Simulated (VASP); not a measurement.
Set up this calculation in VASP 6.6.1, as the native input.

```
Task                   : band structure
Functional             : r2SCAN
Potentials or basis    : VASP PAW PBE potentials, release 64 (Pb_d, Se)
Cutoff                 : 520 eV
k mesh                 : 8 × 8 × 8
Occupations            : gaussian, width 0.03 eV
Spin                   : no spin polarisation
Further INCAR settings : ALGO = Normal; EDIFF = 1e-06
```

The structure of PbSe (Clausthalite) lies in POSCAR:

```
PbSe                                    
1.0
    0.0000000000      3.0519897379      3.0519897379
    3.0519897379      0.0000000000      3.0519897379
    3.0519897379      3.0519897379      0.0000000000
  Pb              Se            
     1     1
Direct
     0.0000000000000000    0.0000000000000000    0.0000000000000000
     0.5000000000000000    0.5000000000000000    0.5000000000000000
```

The input as run:

INCAR

```
SYSTEM = PbSe
PREC = Accurate
ENCUT = 520
EDIFF = 1E-6
ISMEAR = 0
SIGMA = 0.03
LREAL = .FALSE.
LASPH = .TRUE.
NELM = 80
ALGO = Normal
ISIF = 2
LWAVE = .FALSE.
LCHARG = .FALSE.
METAGGA = R2SCAN
LMIXTAU = .TRUE.
```

KPOINTS

```
regular mesh
0
G
  8 8 8
  0 0 0
```

KPOINTS_OPT

```
explicit points
252
Reciprocal
 0.0000000000  0.0000000000  0.0000000000 1
 0.0357142857  0.0000000000  0.0357142857 1
 0.0714285714  0.0000000000  0.0714285714 1
 0.1071428571  0.0000000000  0.1071428571 1
 0.1428571429  0.0000000000  0.1428571429 1
 0.1785714286  0.0000000000  0.1785714286 1
[... 244 lines left out ...]
 0.4879444600  0.0120555400  0.5000000000 1
 0.5120555400 -0.0120555400  0.5000000000 1
```

Potentials or basis: VASP PAW PBE potentials, release 64 (Pb_d, Se).

The run is started by

```sh
$ cat potpaw_PBE.64/Pb_d/POTCAR potpaw_PBE.64/Se/POTCAR > POTCAR
$ mpirun -np 1 vasp_std > vasp.out
```

Results of the run:

| Property | Result |
| --- | --- |
| Pressure | 2.0 GPa |
| Band gap on the k mesh | 0.55 eV, direct |
| Band gap along the path | 0.55 eV, direct |

Caveat: the PAW data sets were made with another functional, which shifts forces and pressure a little; spin-orbit coupling is left out, which as a rule narrows the gap of such compounds by several tenths of an eV.

Wall time 4 min on 1 thread of Intel(R) Xeon(R) Platinum 8259CL CPU @ 2.50GHz (Skylake/Cascade Lake) (shared host), peak memory 0.2 GiB.
